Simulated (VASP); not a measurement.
# Zr (P6_3/mmc) in VASP: settings compared

One crystal, Zr, is run at these levels: r2SCAN, r2SCAN+rVV10; tasks: relaxation of cell and atoms.

All numbers are computed with VASP 6.6.1; they aren't measurements. Logs are shortened: lines on timing, memory, paths and dates and some standing lists are left out, and cuts for length are marked.

### Step 1. The crystal as given

The structure is hexagonal, space group P6_3/mmc (No. 194). The conventional cell has a = 3.239 Å, b = 3.239 Å, c = 5.172 Å, α = 90.00°, β = 90.00°, γ = 120.00°. Zr (site symmetry -6m2) has 12 Zr at 3.19 to 3.24 Å as nearest neighbours.

### Step 2. Relaxation of cell and atoms, r2SCAN

Contents of INCAR:

```
  ALGO = Normal
  EDIFF = 1E-7
  EDIFFG = -0.005
  ENCUT = 600
  IBRION = 2
  ISIF = 3
  ISMEAR = 0
  LASPH = True
  LCHARG = False
  LMIXTAU = True
  LREAL = False
  LWAVE = False
  METAGGA = R2SCAN
  NELM = 60
  NSW = 90
  PREC = Accurate
  SIGMA = 0.1
```

Contents of KPOINTS:

```
k-points
0
Gamma
  15 15 8
```

Contents of POSCAR:

```
Zr
1.0
    3.2392314100      0.0000000000      0.0000000000
   -1.6196157100      2.8052566900      0.0000000000
    0.0000000000      0.0000000000      5.1722200000
Zr
2
Direct
    0.3333333300      0.6666666700      0.2500000000
    0.6666666700      0.3333333300      0.7500000000
```

Potentials or basis: VASP PAW PBE potentials, release 64 (Zr_sv).

Started as:

```
cat potpaw_PBE.64/Zr_sv/POTCAR > POTCAR
mpirun -np 1 vasp_std > vasp.out
```

OUTCAR:

```text
EDIFF = 1E-7
   EDIFFG = -0.005
   ENCUT = 600
   IBRION = 2
   ISIF = 3
   ISMEAR = 0
   LASPH = True
   LREAL = False
   METAGGA = R2SCAN
   NELM = 60
   NSW = 90
   PREC = Accurate

 ion  position               nearest neighbor table
   1  0.333  0.667  0.250-   2 3.19   2 3.19   2 3.19   2 3.19   2 3.19   2 3.19
   2  0.667  0.333  0.750-   1 3.19   1 3.19   1 3.19   1 3.19   1 3.19   1 3.19

  LATTYP: Found a hexagonal cell.
 ALAT       =     3.2392314100
 C/A-ratio  =     1.5967429755

  Lattice vectors:

 A1 = (   3.2392314100,   0.0000000000,   0.0000000000)
 A2 = (  -1.6196157100,   2.8052566900,   0.0000000000)
 A3 = (   0.0000000000,   0.0000000000,   5.1722200000)

Analysis of symmetry for initial positions (statically):
=====================================================================
 Subroutine PRICEL returns:
 Original cell was already a primitive cell.

 Routine SETGRP: Setting up the symmetry group for a
 hexagonal supercell.

 Subroutine GETGRP returns: Found 24 space group operations
 (whereof 12 operations were pure point group operations)
 out of a pool of 24 trial point group operations.

The static configuration has the point symmetry D_3d.
 The point group associated with its full space group is D_6h.

Analysis of symmetry for dynamics (positions and initial velocities):
=====================================================================
 Subroutine PRICEL returns:
 Original cell was already a primitive cell.

 Routine SETGRP: Setting up the symmetry group for a
 hexagonal supercell.

 Subroutine GETGRP returns: Found 24 space group operations
 (whereof 12 operations were pure point group operations)
 out of a pool of 24 trial point group operations.

The dynamic configuration has the point symmetry D_3d.
 The point group associated with its full space group is D_6h.

 Subroutine INISYM returns: Found 24 space group operations
 (whereof 12 operations are pure point group operations),
 and found     1 'primitive' translations

----------------------------------------------------------------------------------------

                                     Primitive cell

  volume of cell :      46.9993

  direct lattice vectors                    reciprocal lattice vectors
     3.239231410  0.000000000  0.000000000     0.308715208  0.178236809  0.000000000
    -1.619615710  2.805256690  0.000000000     0.000000000  0.356473617  0.000000000
     0.000000000  0.000000000  5.172220000     0.000000000  0.000000000  0.193340577

  length of vectors
     3.239231410  3.239231413  5.172220000     0.356473618  0.356473617  0.193340577

  position of ions in fractional coordinates (direct lattice)
     0.333333330  0.666666670  0.250000000
     0.666666670  0.333333330  0.750000000

  ion indices of the primitive-cell ions
   primitive index   ion index
                 1           1
                 2           2

----------------------------------------------------------------------------------------

 KPOINTS: k-points

Automatic generation of k-mesh.
 Grid dimensions read from file:
 generate k-points for:   15   15    8

 Generating k-lattice:

  Cartesian coordinates                     Fractional coordinates (reciprocal lattice)
     0.020581014  0.011882454  0.000000000     0.066666667 -0.000000000  0.000000000
     0.000000000  0.023764908  0.000000000     0.000000000  0.066666667  0.000000000
     0.000000000  0.000000000  0.024167572     0.000000000  0.000000000  0.125000000

  Length of vectors
     0.023764908  0.023764908  0.024167572

  Shift w.r.t. Gamma in fractional coordinates (k-lattice)
     0.000000000  0.000000000  0.000000000

 Subroutine IBZKPT returns following result:
 ===========================================

 Found    135 irreducible k-points:

 Following reciprocal coordinates:
            Coordinates               Weight
  0.000000  0.000000  0.000000      1.000000
  0.066667 -0.000000  0.000000      6.000000
  0.133333 -0.000000  0.000000      6.000000
  0.200000  0.000000  0.000000      6.000000
  0.266667 -0.000000  0.000000      6.000000
  0.333333 -0.000000  0.000000      6.000000
[... 16 lines left out ...]
  0.333333  0.200000  0.000000     12.000000
  0.400000  0.200000  0.000000      6.000000
 [... further k-points ...]
   k-points           NKPTS =    135   k-points in BZ     NKDIM =    135   number of bands    NBANDS=     16
   number of dos      NEDOS =    301   number of ions     NIONS =      2
   total plane-waves  NPLWV =  32928
   dimension x,y,z NGX =    28 NGY =   28 NGZ =   42
   dimension x,y,z NGXF=    56 NGYF=   56 NGZF=   84
   ions per type =               2
   NGX,Y,Z   is equivalent  to a cutoff of  14.37, 14.37, 13.50 a.u.
   NGXF,Y,Z  is equivalent  to a cutoff of  28.74, 28.74, 27.00 a.u.
 SYSTEM =  unknown system
   PREC   = accura    normal or accurate (medium, high low for compatibility)
   ISTART =      0    job   : 0-new  1-cont  2-samecut
   ICHARG =      2    charge: 1-file 2-atom 10-const
   ISPIN  =      1    spin polarized calculation?
   LNONCOLLINEAR =      F non collinear calculations
   LSORBIT =      F    spin-orbit coupling
   LASPH  =      T    aspherical Exc in radial PAW
   ENCUT  =  600.0 eV  44.10 Ry    6.64 a.u.   6.47  6.47 10.33*2*pi/ulx,y,z
   NELM   =     60;   NELMIN=  2; NELMDL= -5     # of ELM steps
   EDIFF  = 0.1E-06   stopping-criterion for ELM
   LREAL  =      F    real-space projection
   EDIFFG = -.5E-02   stopping-criterion for IOM
   NSW    =     90    number of steps for IOM
   IBRION =      2    ionic relax: 0-MD 1-quasi-New 2-CG
   NFREE  =      1    steps in history (QN), initial steepest desc. (CG)
   ISIF   =      3    stress and relaxation
   ISYM   =      2    0-nonsym 1-usesym 2-fastsym
   POTIM  = 0.5000    time-step for ionic-motion
   TEBEG  =    0.0;   TEEND  =   0.0 temperature during run
   PSTRESS=    0.0 pullay stress
   NELECT =      24.0000    total number of electrons
   NUPDOWN=      -1.0000    fix difference up-down
   EMIN   =  10.00;   EMAX   =-10.00  energy-range for DOS
   EFERMI =   0.00;   METHOD = LEGACY
   ISMEAR =     0;   SIGMA  =   0.10  broadening in eV -4-tet -1-fermi 0-gaus
   EFERMI_NEDOS =   21; number of points for ismear=-14 and -15
   IALGO  =     38    algorithm
   IMIX   =      4    mixing-type and parameters
     AMIX     =   0.40;   BMIX     =  1.00
     AMIX_MAG =   1.60;   BMIX_MAG =  1.00
  volume/ion in A,a.u.               =      23.50       158.58
  Fermi-wavevector in a.u.,A,eV,Ry     =   1.308523  2.472750 23.296340  1.712233
  Thomas-Fermi vector in A             =   2.439184
   LORBIT       =      0    0 simple, 1 ext, 2 COOP (PROOUT), +10 PAW based schemes
   METAGGA = R2SCAN    functional components
   LHFCALC =     F    Hartree Fock is set to
   AEXX    =    0.0000 exact exchange contribution
   IVDW    =     0    specifies the selected vdW correction
   LEPSILON=     F    determine dielectric tensor
   LRPA    =     F    only Hartree local field effects (RPA)
 conjugate gradient relaxation of ions
 non-spin polarized calculation
 Gauss-broadening in eV      SIGMA  =   0.10
  energy-cutoff  :      600.00
  volume of cell :       47.00
 maximum number of plane-waves:      1592
 NGX is ok and might be reduce to    28

--------------------------------------- Ionic step        1  -------------------------------------------

 number of electron      24.0000000 magnetization

 Free energy of the ion-electron system (eV)
  ---------------------------------------------------
  ext. energy  EPLUGINS =         0.00000000
  ---------------------------------------------------
  free energy    TOTEN  =       -45.50210334 eV

  energy without entropy =      -45.49413332  energy(sigma->0) =      -45.49811833

------------------------ aborting loop because EDIFF is reached ----------------------------------------

  FORCE on cell =-STRESS in cart. coord.  units (eV):
  Direction    XX          YY          ZZ          XY          YZ          ZX
  --------------------------------------------------------------------------------------
  -------------------------------------------------------------------------------------
  Total        0.0625439      0.0625439     -0.1476263     -0.0000000      0.0000000     -0.0000000
  in kB        2.1320809      2.1320809     -5.0324882     -0.0000000      0.0000000     -0.0000000
  external PRESSURE =      -0.2561088 kB  Pullay stress =       0.0000000 kB
[... 129 lines left out ...]
  energy  without entropy=      -45.4948885348  energy(sigma->0) =      -45.49873788

--------------------------------------- Ionic step        5  -------------------------------------------

 number of electron      24.0000000 magnetization

 Free energy of the ion-electron system (eV)
  ---------------------------------------------------
  ext. energy  EPLUGINS =         0.00000000
  ---------------------------------------------------
  free energy    TOTEN  =       -45.50259832 eV

  energy without entropy =      -45.49489249  energy(sigma->0) =      -45.49874541

 E-fermi :   8.9564     XC(G=0): -11.9024

 val. band max:        8.9473409048   @ k =   0.3333   0.2000   0.5000
 cond. band min:       8.9671095505   @ k =   0.2667   0.2000   0.3750
 fundamental gap:      0.0197686456
 Fermi energy:         8.9564230886

 k-point     1 :       0.0000    0.0000    0.0000
  band No.  band energies     occupation
      1     -41.6405      2.00000
      2     -41.4774      2.00000
      3     -19.4903      2.00000
      4     -18.5927      2.00000
      5     -18.5927      2.00000
      6     -18.4538      2.00000
[... 8 lines left out ...]
     15      10.6521      0.00000
     16      10.6521      0.00000
[... 420 lines left out ...]
  band No.  band energies     occupation
      1     -41.4831      2.00000
      2     -41.4500      2.00000
      3     -19.2221      2.00000
      4     -19.0499      2.00000
      5     -18.9746      2.00000
      6     -18.9318      2.00000
[... 8 lines left out ...]
     15      10.7156      0.00000
     16      13.3612      0.00000

 [... further k-points ...]
[... 5 lines left out ...]
  --------------------------------------------------------------------------------------
  -------------------------------------------------------------------------------------
  Total       -0.0011324     -0.0011324      0.0003303      0.0000000      0.0000000      0.0000000
  in kB       -0.0385987     -0.0385987      0.0112576      0.0000000      0.0000000      0.0000000
  external PRESSURE =      -0.0219800 kB  Pullay stress =       0.0000000 kB
[... 17 lines left out ...]
  FREE ENERGIE OF THE ION-ELECTRON SYSTEM (eV)
  ---------------------------------------------------
  free  energy   TOTEN  =       -45.5025983236 eV

  energy  without entropy=      -45.4948924922  energy(sigma->0) =      -45.49874541

 reached required accuracy - stopping structural energy minimisation
```

Run time: 24 min. Hardware: 1 thread of Intel Xeon Platinum 8375C at 2.90GHz (Ice Lake), shared host; peak memory 0.27 GiB.

Results:

| Item | Value |
| --- | --- |
| Free energy | -45.5026 eV |
| Energy gained by relaxing | 0.2 meV/atom |
| Ionic steps | 5 |
| Pressure after relaxing | 0.0 GPa |
| Band gap on the k mesh | none (metal or under the smearing width) |

Step by step:
```tsv
step	energy change (eV)	largest force (eV/Å)	pressure (GPa)	volume (Å³)
1	0.0000	0.0000	-0.03	47.00
2	-0.0005	0.0000	0.05	46.97
3	-0.0005	0.0000	0.08	46.96
4	-0.0005	0.0000	-0.08	47.04
5	-0.0005	0.0000	0.00	47.00
```

Final structure:
```
Zr
1.0
     3.24696    0.00000    0.00000
    -1.62348    2.81195    0.00000
     0.00000    0.00000    5.14802
Zr
2
Direct
  0.33333 0.66667 0.25000
  0.66667 0.33333 0.75000
```

Levels at points of the mesh, in eV from the Fermi level:
```csv
k point,band 8,band 9,band 10,band 11,band 12,band 13,band 14,band 15,band 16
"(0.00, 0.00, 0.00)",-27.40,-6.01,-3.19,0.95,0.95,1.01,1.15,1.70,1.70
"(0.00, 0.00, 0.50)",-27.48,-4.21,-4.21,0.02,0.02,0.86,0.86,0.86,0.86
```

Caveat: the PAW data sets were made with another functional, which shifts forces and pressure a little.

### Step 3. Relaxation of cell and atoms, r2SCAN+rVV10

Changes to INCAR since step 2:

```diff
@@ -1,2 +1,4 @@
   ALGO = Normal
+  BPARAM = 11.95
+  CPARAM = 0.0093
   EDIFF = 1E-7
@@ -7,2 +9,3 @@
   ISMEAR = 0
+  IVDW_NL = 2
   LASPH = True
@@ -11,2 +14,3 @@
   LREAL = False
+  LUSE_VDW = True
   LWAVE = False
```

KPOINTS is that of step 2.

POSCAR is that of step 2.

Potentials or basis: VASP PAW PBE potentials, release 64 (Zr_sv).

Started as:

```
cat potpaw_PBE.64/Zr_sv/POTCAR > POTCAR
mpirun -np 1 vasp_std > vasp.out
```

Run time: 30 min. Hardware: 1 thread of Intel Xeon Platinum 8375C at 2.90GHz (Ice Lake), shared host; peak memory 0.4 GiB.

The run converged. Its results:

* Free energy: -45.0700 eV
* Relaxed volume: 23.31 Å³/atom
* Relaxed cell: a = 3.237 Å, b = 3.237 Å, c = 5.136 Å, α = 90.00°, β = 90.00°, γ = 120.00°
* Space group after relaxing (to 0.05 Å): P6_3/mmc (No. 194)
* Energy gained by relaxing: 0.7 meV/atom
* Ionic steps: 5
* Pressure after relaxing: 0.0 GPa
* Band gap on the k mesh: none (metal or under the smearing width)

Step by step:
```tsv
step	energy change (eV)	largest force (eV/Å)	pressure (GPa)	volume (Å³)
1	0.0000	0.0000	-0.82	47.00
2	-0.0003	0.0000	0.90	46.19
3	-0.0013	0.0000	0.07	46.57
4	-0.0015	0.0000	0.02	46.60
5	-0.0015	0.0000	0.00	46.61
```

Final structure:
```yaml
crystal:
  lattice:
    - [3.23729, 0.00000, 0.00000]
    - [-1.61864, 2.80357, 0.00000]
    - [0.00000, 0.00000, 5.13558]
  atoms:
    - { symbol: Zr, position: [0.33333, 0.66667, 0.25000] }
    - { symbol: Zr, position: [0.66667, 0.33333, 0.75000] }
```

Levels at points of the mesh, in eV from the Fermi level:
| k point | band 9 | band 10 | band 11 | band 12 | band 13 | band 14 | band 15 | band 16 |
| --- | --- | --- | --- | --- | --- | --- | --- | --- |
| (0.00, 0.00, 0.00) | -6.04 | -3.22 | 0.95 | 0.95 | 1.03 | 1.16 | 1.71 | 1.71 |
| (0.00, 0.00, 0.50) | -4.23 | -4.23 | 0.02 | 0.02 | 0.86 | 0.86 | 0.86 | 0.86 |

Caveat: the PAW data sets were made with another functional, which shifts forces and pressure a little.
